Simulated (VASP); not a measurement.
Runs of VASP 6.6.1 on CaO (Lime). Symmetry: Fm-3m, No. 225, cubic system. The conventional cell has a = 4.775 Å, b = 4.775 Å, c = 4.775 Å, α = 90.00°, β = 90.00°, γ = 90.00°. Around Ca (site symmetry m-3m) lie 6 O at 2.39 Å. O (site symmetry m-3m) has 6 Ca at 2.39 Å as nearest neighbours. 

```csv
task,level,potentials or basis,cell,cutoff (eV),gap on the mesh (eV),pressure (GPa)
band structure,LDA,"VASP PAW LDA potentials, release 64 (Ca_sv, O)",as given,520,3.45,(b)
relaxation of cell and atoms,PBEsol,"VASP PAW PBE potentials, release 64 (Ca_sv, O)",relaxed,600,3.53,0.0
band structure,TB-mBJ,"VASP PAW PBE potentials, release 64 (Ca_sv, O)",as given,520,5.28,-
band structure,r2SCAN,"VASP PAW PBE potentials, release 64 (Ca_sv, O)",as given,520,(a),2.6
```

Alike in all rows: no spin polarisation; k mesh 10 × 10 × 10; smearing gaussian 0.03 eV.

Estimate the missing entries.

(a) 4.18; (b) -4.2.

Caveats: the PAW data sets were made with another functional, which shifts forces and pressure a little (some runs); the relaxation stopped at its first step, so nothing moved (some runs).

A k mesh can miss the band edges.

Runs at the PBE level aren't shown here.
